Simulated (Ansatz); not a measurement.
Abridged Ansatz (a quantum-chemistry and plane-wave program) output:

```
Relaxation: its limit of steps is 50 (relax.max_steps)
Pseudopotential: In, paw, valence charge 13
Pseudopotential: N, paw, valence charge 5
Crystal: 4 atoms, lattice volume = 66.529 Å³
Basis set: ecut = 500 eV, 1725 PW (Γ), exchange–correlation on 120×120×180 points (64 copies of the dense FFT grid, shifted against one another)
Bands: 22, of which v1, the nominal top of the filled ones, is band 18 counted from 1 (17 counted from 0)
Symmetry: 12 space group operations
k-points: 64 of 726 (time reversal used)
Functional: x = r2scan, c = r2scan; τ floored in thin density (d = 2e-4 eV/Å³)
SCF iter   1: F=—  HF=-11993.386484 eV  |F-HF|=—  |Δ(HF+E_count)|=         —  Δρ=8.65e-3  dr2=2.62e-2  dr2_τ=1.12e-1  ethr=1.77e-3  ⟨swp⟩=6.0  Hψ=6455  notcnv=0
SCF iter   2: F=—  HF=-11993.424410 eV  |F-HF|=—  |Δ(HF+E_count)|=   3.79e-2  Δρ=4.61e-3  dr2=8.91e-3  dr2_τ=2.77e-4  ethr=7.27e-5  ⟨swp⟩=2.0  Hψ=3331  notcnv=0
SCF 1 converged in 6 iterations: F = -11993.424036 eV  dr2 = 8.73e-8
relax step   1: F+E_penalty+E_count = -11993.42403648 eV  Δ(F+E_penalty+E_count) = +0.000e0 eV  max|allowed force component| = 6.716e-1 eV/Å  Δτ_max = 0.0000 Å  P = -7.114 GPa  Ω = 66.529 Å³  fix = [a, b, gamma]  reactions: a -11.881, b -11.881 GPa  (6 SCF iters, dr2 threshold 1.00e-7 eV, accepted)
[... steps on the carried basis left out ...]
relax step   5: F+E_penalty+E_count = -11993.47977637 eV  Δ(F+E_penalty+E_count) = -5.137e-5 eV  max|allowed force component| = 4.126e-4 eV/Å  Δτ_max = 0.0006 Å  P = -6.552 GPa  Ω = 65.423 Å³  energy of the carried Pulay correction = +2.839e-4 eV  fix = [a, b, gamma]  reactions: a -9.829, b -9.829 GPa  (5 SCF iters, dr2 threshold 8.69e-8 eV, accepted)
Crystal: 4 atoms, lattice volume = 65.423 Å³
SCF iter   1: F=—  HF=-11993.479511 eV  |F-HF|=—  |Δ(HF+E_count)|=         —  Δρ=3.32e-5  dr2=9.77e-8  dr2_τ=2.92e-7  ethr=3.15e-8  ⟨swp⟩=3.9  Hψ=10800  notcnv=0
SCF iter   2: F=—  HF=-11993.479513 eV  |F-HF|=—  |Δ(HF+E_count)|=   2.31e-6  Δρ=1.73e-5  dr2=2.71e-8  dr2_τ=2.09e-8  ethr=2.71e-10  ⟨swp⟩=2.0  Hψ=2561  notcnv=0
SCF 6 converged in 6 iterations: F = -11993.479513 eV  dr2 = 5.40e-13
SCF converged after 6 iterations
Free energy (F): -11993.479513 eV
Internal energy: -11993.478989 eV  (E = F + TS)
E sigma→0 (E₀):  -11993.479251 eV
Entropy (-TS):   -0.000524 eV (-0.131 meV/atom)
Fermi energy:    8.630778 eV
--- Forces (eV/Å), atoms counted from 1 ---
  atom   1  In    -0.00000000     0.00000000     0.00040249
  atom   2  In     0.00000000    -0.00000000     0.00040249
  atom   3  N     -0.00000000     0.00000000    -0.00039654
  atom   4  N     -0.00000000    -0.00000000    -0.00039654
--- Stress (GPa, compression-positive) ---
       -9.828953       0.000000       0.000000
        0.000000      -9.828953       0.000000
        0.000000       0.000000      -0.002883
  P = ⅓ Tr σ = -6.5536 GPa (-65.536 kbar)
--- Relaxed structure (5 steps of the walk, 5 accepted, 1 SCFs on fresh bases) ---
  cell:  # Å, volume = 65.4235 Å³
    - [3.7053619220187444, -1.674710563352174e-98, 1.500392171094299e-32]
    - [1.8526809610093722, 3.2089375546837666, 7.501960855471496e-33]
    - [2.265646491111551e-32, 0.0, 5.5022686512578]
  atoms:
    - { symbol: In, position: [0.6666666666666666, 0.6666666666666667, 0.011387753900249245] }
    - { symbol: In, position: [0.3333333333333333, 0.33333333333333337, 0.5113877539002494] }
    - { symbol: N, position: [0.6666666666666666, 0.6666666666666667, 0.6138122460997509] }
    - { symbol: N, position: [0.3333333333333333, 0.33333333333333337, 0.1138122460997508] }
```

**Question.** What was computed, and what are the main results?

**Answer.** InN, 4 atoms in the cell, with r2SCAN (Ansatz), no spin-orbit coupling. The last SCF converged to F = -11993.479513 eV, or -2998.3699 eV per atom, at a pressure of -6.55 GPa. The total energy compares only with runs of the same code, potentials and settings.

The cells carry an imposed strain or load. Stability against distortions was not tested. All final runs are without spin polarisation. The cell was made from InN in the wurtzite structure (space group P6_3mc, No. 186) by this change: biaxial strain +4.45 %, plane normal [001], relaxed out of plane.

Keys are those of Ansatz 0.2.
